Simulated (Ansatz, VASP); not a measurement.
CdS in VASP and in Ansatz

INCAR

```
SYSTEM = CdS
ALGO = Normal
EDIFF = 1E-8
ENCUT = 520
ISIF = 2
ISMEAR = -1
LASPH = .True.
LCHARG = .False.
LEFG = .True.
LREAL = .False.
LWAVE = .False.
NBANDS = 26
NELM = 60
PREC = Accurate
SIGMA = 0.02
```

File KPOINTS:

```
k-points
0
Gamma
  8 8 4
  0 0 0
```

POSCAR

```
CdS
1.0
    4.1347992034      0.0000000000      0.0000000000
   -2.0673996017      3.5808411497      0.0000000000
    0.0000000000      0.0000000000      6.7490000000
Cd S
2 2
Direct
    0.3333333333      0.6666666667      0.0000000000
    0.6666666667      0.3333333333      0.5000000000
    0.3333333333      0.6666666667      0.3850000000
    0.6666666667      0.3333333333      0.8850000000
```

Input for Ansatz:

```yaml
crystal:
  lattice:
    - [4.1347992034, 0.0, 0.0]
    - [-2.0673996017, 3.5808411497, 0.0]
    - [0.0, 0.0, 6.749]
  atoms:
    - { symbol: Cd, position: [0.3333333333, 0.6666666667, 0.0] }
    - { symbol: Cd, position: [0.6666666667, 0.3333333333, 0.5] }
    - { symbol: S, position: [0.3333333333, 0.6666666667, 0.385] }
    - { symbol: S, position: [0.6666666667, 0.3333333333, 0.885] }
kpoints:
  mp_grid: { grid: [8, 8, 4] }
  band_path:
    path:
      - [0.0, 0.0, 0.0]
      - [0.5, 0.0, 0.0]
      - [0.3333333333, 0.3333333333, 0.0]
      - [0.0, 0.0, 0.0]
      - [0.0, 0.0, 0.5]
      - [0.5, 0.0, 0.5]
      - [0.3333333333, 0.3333333333, 0.5]
      - [0.0, 0.0, 0.5]
      - [0.5, 0.0, 0.5]
    npoints: 14
scf:
  occupations: { method: fermi_dirac, width: 0.02 }
hamiltonian:
  xc: lda
  pseudopotentials: { kind: paw }
output:
  forces: true
  stress: true
  eigenvalues: true
  efg: { contact_densities: true }
  populations: true
  bader: true
  dos: { projected: true, de: 0.2, e_range: [-14, 8] }
  write_density: true
  write_potential: true
  elf: true
  volumetric_format: npy
```

Alike in both runs: task electric field gradients; functional LDA; k mesh 8 × 8 × 4; occupations fermi-dirac, width 0.02 eV; no spin polarisation.

```csv
,VASP,Ansatz
version,VASP 6.6.1,Ansatz 0.2.0
potentials or method,"VASP PAW LDA potentials, release 64 (Cd, S)","PAW with Ansatz's default frozen-core files, scalar-relativistic"
plane-wave cutoff (eV),520,420
valence electrons in the cell,36,52
```

|  | VASP | Ansatz | Ansatz less VASP |
| --- | --- | --- | --- |
| gap on the k mesh at the Fermi level (eV) | 0.97 | 0.94 | -0.027 |
| pressure (GPa) | -2.3 | -2.7 | -0.46 |
| largest component of the traceless stress (GPa) | 1.27 | 1.19 | -0.076 |
| rms of the force components (eV/Å) | 0.143 | 0.137 | -0.0062 |
| Vzz of the field gradient on the site that differs most (V/Å²) | 35.8 | 30.9 | -4.90 |

Atom by atom the forces differ by 0.006 eV/Å (rms over components). The two sets of potentials don't hold the same shells in valence. Ansatz warned: «gradients_without_spin_orbit».

As with any semilocal functional, this LDA gap is likely too small.
